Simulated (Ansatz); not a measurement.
**CoO in Ansatz: the effect of starting spin order**

The system is CoO.

```
Co O
1.0
     2.82845    0.00000    0.00000
    -1.41423    2.44951    0.00000
     0.00000    0.00000    2.72172
Co O
1 1
Direct
  0.00000 0.00000 0.50000
  0.66667 0.33333 0.00000
```

The cell was built by a generator and needn't be a form met in nature.

Alike in all runs:

```yaml
Program: Ansatz 0.2.0
Task: single point
Functional: PBE
Potentials_or_basis: Ansatz PAW
Cutoff: "420 eV (not typed: the program's choice for these potentials)"
k_mesh: 11 × 11 × 10
Occupations: fermi-dirac, width 0.05 eV
```

Question: One run gave: energy over the lowest run 299.9 meV/atom; final net moment 0.00 μB; final largest site moment 0.00 μB. Which starting spin order did it use?
A. fm
B. ferromagnetic start, larger moments
C. spin off
D. random

Answer: C.

```csv
starting spin order,spin,starting moments,energy over the lowest run (meV/atom),final net moment (μB),final largest site moment (μB)
spin off,no spin polarisation,-,299.9,0.00,0.00
fm,"collinear spin, ferromagnetic start","[2.0, 0.0] μB",0.0,3.00,2.50
random,"collinear spin, random start","[1.71, 0.0] μB",0.0,3.00,2.50
"ferromagnetic start, larger moments","collinear spin, ferromagnetic start","[3.5, 0.0] μB",0.0,3.00,2.50
```

Caveats: a cell with one magnetic atom can't hold antiferromagnetic order, which such compounds often take (some runs); an odd number of electrons without spin polarisation forces a metal (some runs); a magnetic or distorted state may lie lower (some runs).
